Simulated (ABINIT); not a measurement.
Crystal: FeO.

```
CELL_PARAMETERS angstrom
1.51768 0.87623 2.51579
-1.51768 0.87623 2.51579
0.00000 -1.75247 2.51579
ATOMIC_POSITIONS crystal
Fe 0.00000 0.00000 0.00000
O 0.50000 0.50000 0.50000
```

| Quantity | Value |
| --- | --- |
| Program | ABINIT 10.8.3 (patched build) |
| Task | relaxation of cell and atoms |
| Functional | LDA |
| Potentials or basis | JTH PAW LDA v2.0 |
| Cutoff | 707 eV |
| k mesh | 8 × 8 × 8 |
| Occupations | fermi-dirac, width 0.05 eV |
| Spin | collinear spin, ferromagnetic start |
| Starting moments | [3.0, 0.0] μB |
| Hubbard terms | Fe d U = 6 eV, J = 0.9 eV |

At the start: pressure -13.9 GPa; volume 10.04 Å³/atom.

Question: Where does the relaxation end?

Answer: Over 9 steps the energy falls by 32.6 meV/atom and the volume is 9.34 Å³/atom (-6.9 %); space group Fm-3m (No. 225, to 0.05 Å); moment 4.00 μB per cell.

The path:
| step | energy change (eV) | largest force (eV/Å) | pressure (GPa) | volume (Å³) |
| --- | --- | --- | --- | --- |
| 1 | 0.0000 | 0.0000 | -13.85 | 20.07 |
| 2 | -0.0535 | 0.0000 | -6.25 | 19.24 |
| 3 | -0.0647 | 0.0000 | 0.81 | 18.61 |
| 4 | -0.0649 | 0.0000 | 0.00 | 18.68 |
| 5 | -0.0649 | 0.0000 | -0.09 | 18.68 |
| 6 | -0.0652 | 0.0000 | -0.26 | 18.70 |
| 7 | -0.0652 | 0.0000 | -0.10 | 18.69 |
| 8 | -0.0652 | 0.0000 | -0.01 | 18.68 |
| 9 | -0.0652 | 0.0000 | 0.00 | 18.68 |

Final structure:
```
CELL_PARAMETERS angstrom
1.48913 0.85975 2.43173
-1.48913 0.85975 2.43173
0.00000 -1.71950 2.43173
ATOMIC_POSITIONS crystal
Fe 0.00000 0.00000 0.00000
O 0.50000 0.50000 0.50000
```

Caveat: a cell with one magnetic atom can't hold antiferromagnetic order, which such compounds often take.
